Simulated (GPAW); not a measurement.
Crystal: As.

```
As
1.0
     1.88080    1.08588    3.51406
    -1.88080    1.08588    3.51406
     0.00000   -2.17176    3.51406
As
2
Direct
  0.22600 0.22600 0.22600
  0.77400 0.77400 0.77400
```

| Property | Result |
| --- | --- |
| Program | GPAW 26.7.0 |
| Task | single point |
| Functional | PBEsol |
| Potentials or basis | PAW data sets generated in the run's folder for this functional |
| Cutoff | 600 eV |
| Basis | pw |
| k mesh | 9 × 9 × 9 |
| Occupations | fermi-dirac, width 0.05 eV |
| Spin | no spin polarisation |

On this cell: pressure 0.5 GPa; largest force 0.425 eV/Å; band gap on the k mesh none (metal or under the smearing width).

The same run follows on a disturbed copy (atoms moved at random, drawn with an rms of 0.05 Å):

```
As
1.0
     1.88080    1.08588    3.51406
    -1.88080    1.08588    3.51406
     0.00000   -2.17176    3.51406
As
2
Direct
  0.21182 0.22474 0.23282
  0.77552 0.77550 0.76813
```

Question: What does the disturbed cell give?

Answer: The energy (extrapolated to zero smearing) moves by +9.5 meV/atom; pressure 1.1 GPa; largest force 0.712 eV/Å; band gap on the k mesh none (metal or under the smearing width).

Forces in eV/Å, atoms in the order of the input:
```
As   0.129  0.290  0.638
As  -0.129 -0.290 -0.638
```

Stress tensor (GPa, compression positive):
```
 0.76 -0.23  0.63
-0.23  1.94  1.35
 0.63  1.35  0.65
```
